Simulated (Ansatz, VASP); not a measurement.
## F: VASP beside Ansatz

```xyz
1
Lattice="0.0000 1.3975 1.3975 1.3975 0.0000 1.3975 1.3975 1.3975 0.0000" Properties=species:S:1:pos:R:3 pbc="T T T"
F     0.0000    0.0000    0.0000
```

Change from the starting cell: volume scaled by 0.65, LAPW.

Alike in both runs: task single point; functional LDA; k mesh 17 × 17 × 17; occupations fermi-dirac, width 0.05 eV; no spin polarisation.

|  | VASP | Ansatz |
| --- | --- | --- |
| version | VASP 6.6.1 | Ansatz 0.2.0 |
| potentials or method | VASP PAW LDA potentials, release 64 (F), cutoff 520 eV | all-electron LAPW, scalar-relativistic |

```csv
,VASP,Ansatz,Ansatz less VASP
pressure (GPa),129.1,129.1,-0.03
```

Ansatz ran all-electron here, so the differences hold the error of VASP's frozen core and of both bases.

Caveats: the cell as given lies far from equilibrium; so large a pressure means that the cell lies far from this level's equilibrium, or that cutoff or potentials fall short (VASP); an odd number of electrons without spin polarisation forces a metal; a magnetic or distorted state may lie lower.
